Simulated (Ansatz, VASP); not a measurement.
## Two plane-wave programs on Cs

Contents of INCAR:

```
PREC     = Accurate       # precision mode
ENCUT    = 520            # plane-wave cutoff, eV
EDIFF    = 1E-6           # SCF threshold, eV
ISMEAR   = -1             # smearing method
SIGMA    = 0.05           # smearing width, eV
LREAL    = F              # projectors in reciprocal space
LASPH    = T              # aspherical terms in the spheres
NELM     = 60             # most SCF steps
ALGO     = Fast           # electronic algorithm
ISIF     = 2              # what is computed and relaxed
LWAVE    = F              # write WAVECAR
LCHARG   = F              # write CHGCAR
GGA      = PS             # functional
NBANDS   = 10             # bands
```

The input KPOINTS:

```
Automatic mesh
0
Gamma
  6 6 6
```

POSCAR

```
Cs
1.0
    0.0000000000      3.9218360440      3.9218360440
    3.9218360440      0.0000000000      3.9218360440
    3.9218360440      3.9218360440      0.0000000000
Cs
1
Direct
    0.0000000000      0.0000000000      0.0000000000
```

Contents of input.yaml:

```yaml
crystal:
  lattice:
    - [0.0, 3.921836044, 3.921836044]
    - [3.921836044, 0.0, 3.921836044]
    - [3.921836044, 3.921836044, 0.0]
  atoms:
    - { symbol: Cs, position: [0.0, 0.0, 0.0] }
hamiltonian:
  xc: pbesol
  pseudopotentials: { kind: paw }
kpoints:
  mp_grid: { grid: [6, 6, 6] }
scf:
  occupations: { method: fermi_dirac, width: 0.05 }
output:
  forces: true
  stress: true
  eigenvalues: true
```

This isn't the form of Cs at room conditions, which is bcc.

Alike in both runs: task single point; functional PBEsol; k mesh 6 × 6 × 6; occupations fermi-dirac, width 0.05 eV; no spin polarisation.

|  | VASP | Ansatz |
| --- | --- | --- |
| version | VASP 6.6.1 | Ansatz 0.2.0 |
| potentials or method | VASP PAW PBE potentials, release 64 (Cs_sv) | Ansatz PAW |
| plane-wave cutoff (eV) | 520 | 420 |
| valence electrons in the cell | 9 | 9 |

```csv
,VASP,Ansatz,Ansatz less VASP
gap on the k mesh at the Fermi level (eV),none,none,-
pressure (GPa),-0.2,-0.2,+0.02
```

A gap of «none» marks a metal or a gap that the smearing closes.

Caveats: the PAW data sets were made with another functional, which shifts forces and pressure a little (VASP); the PAW data sets come from PBE, with cores solved anew for the run's functional, which leaves a small shift of forces and pressure (Ansatz). The runs have no spin-orbit coupling, so splittings on Cs are missing.
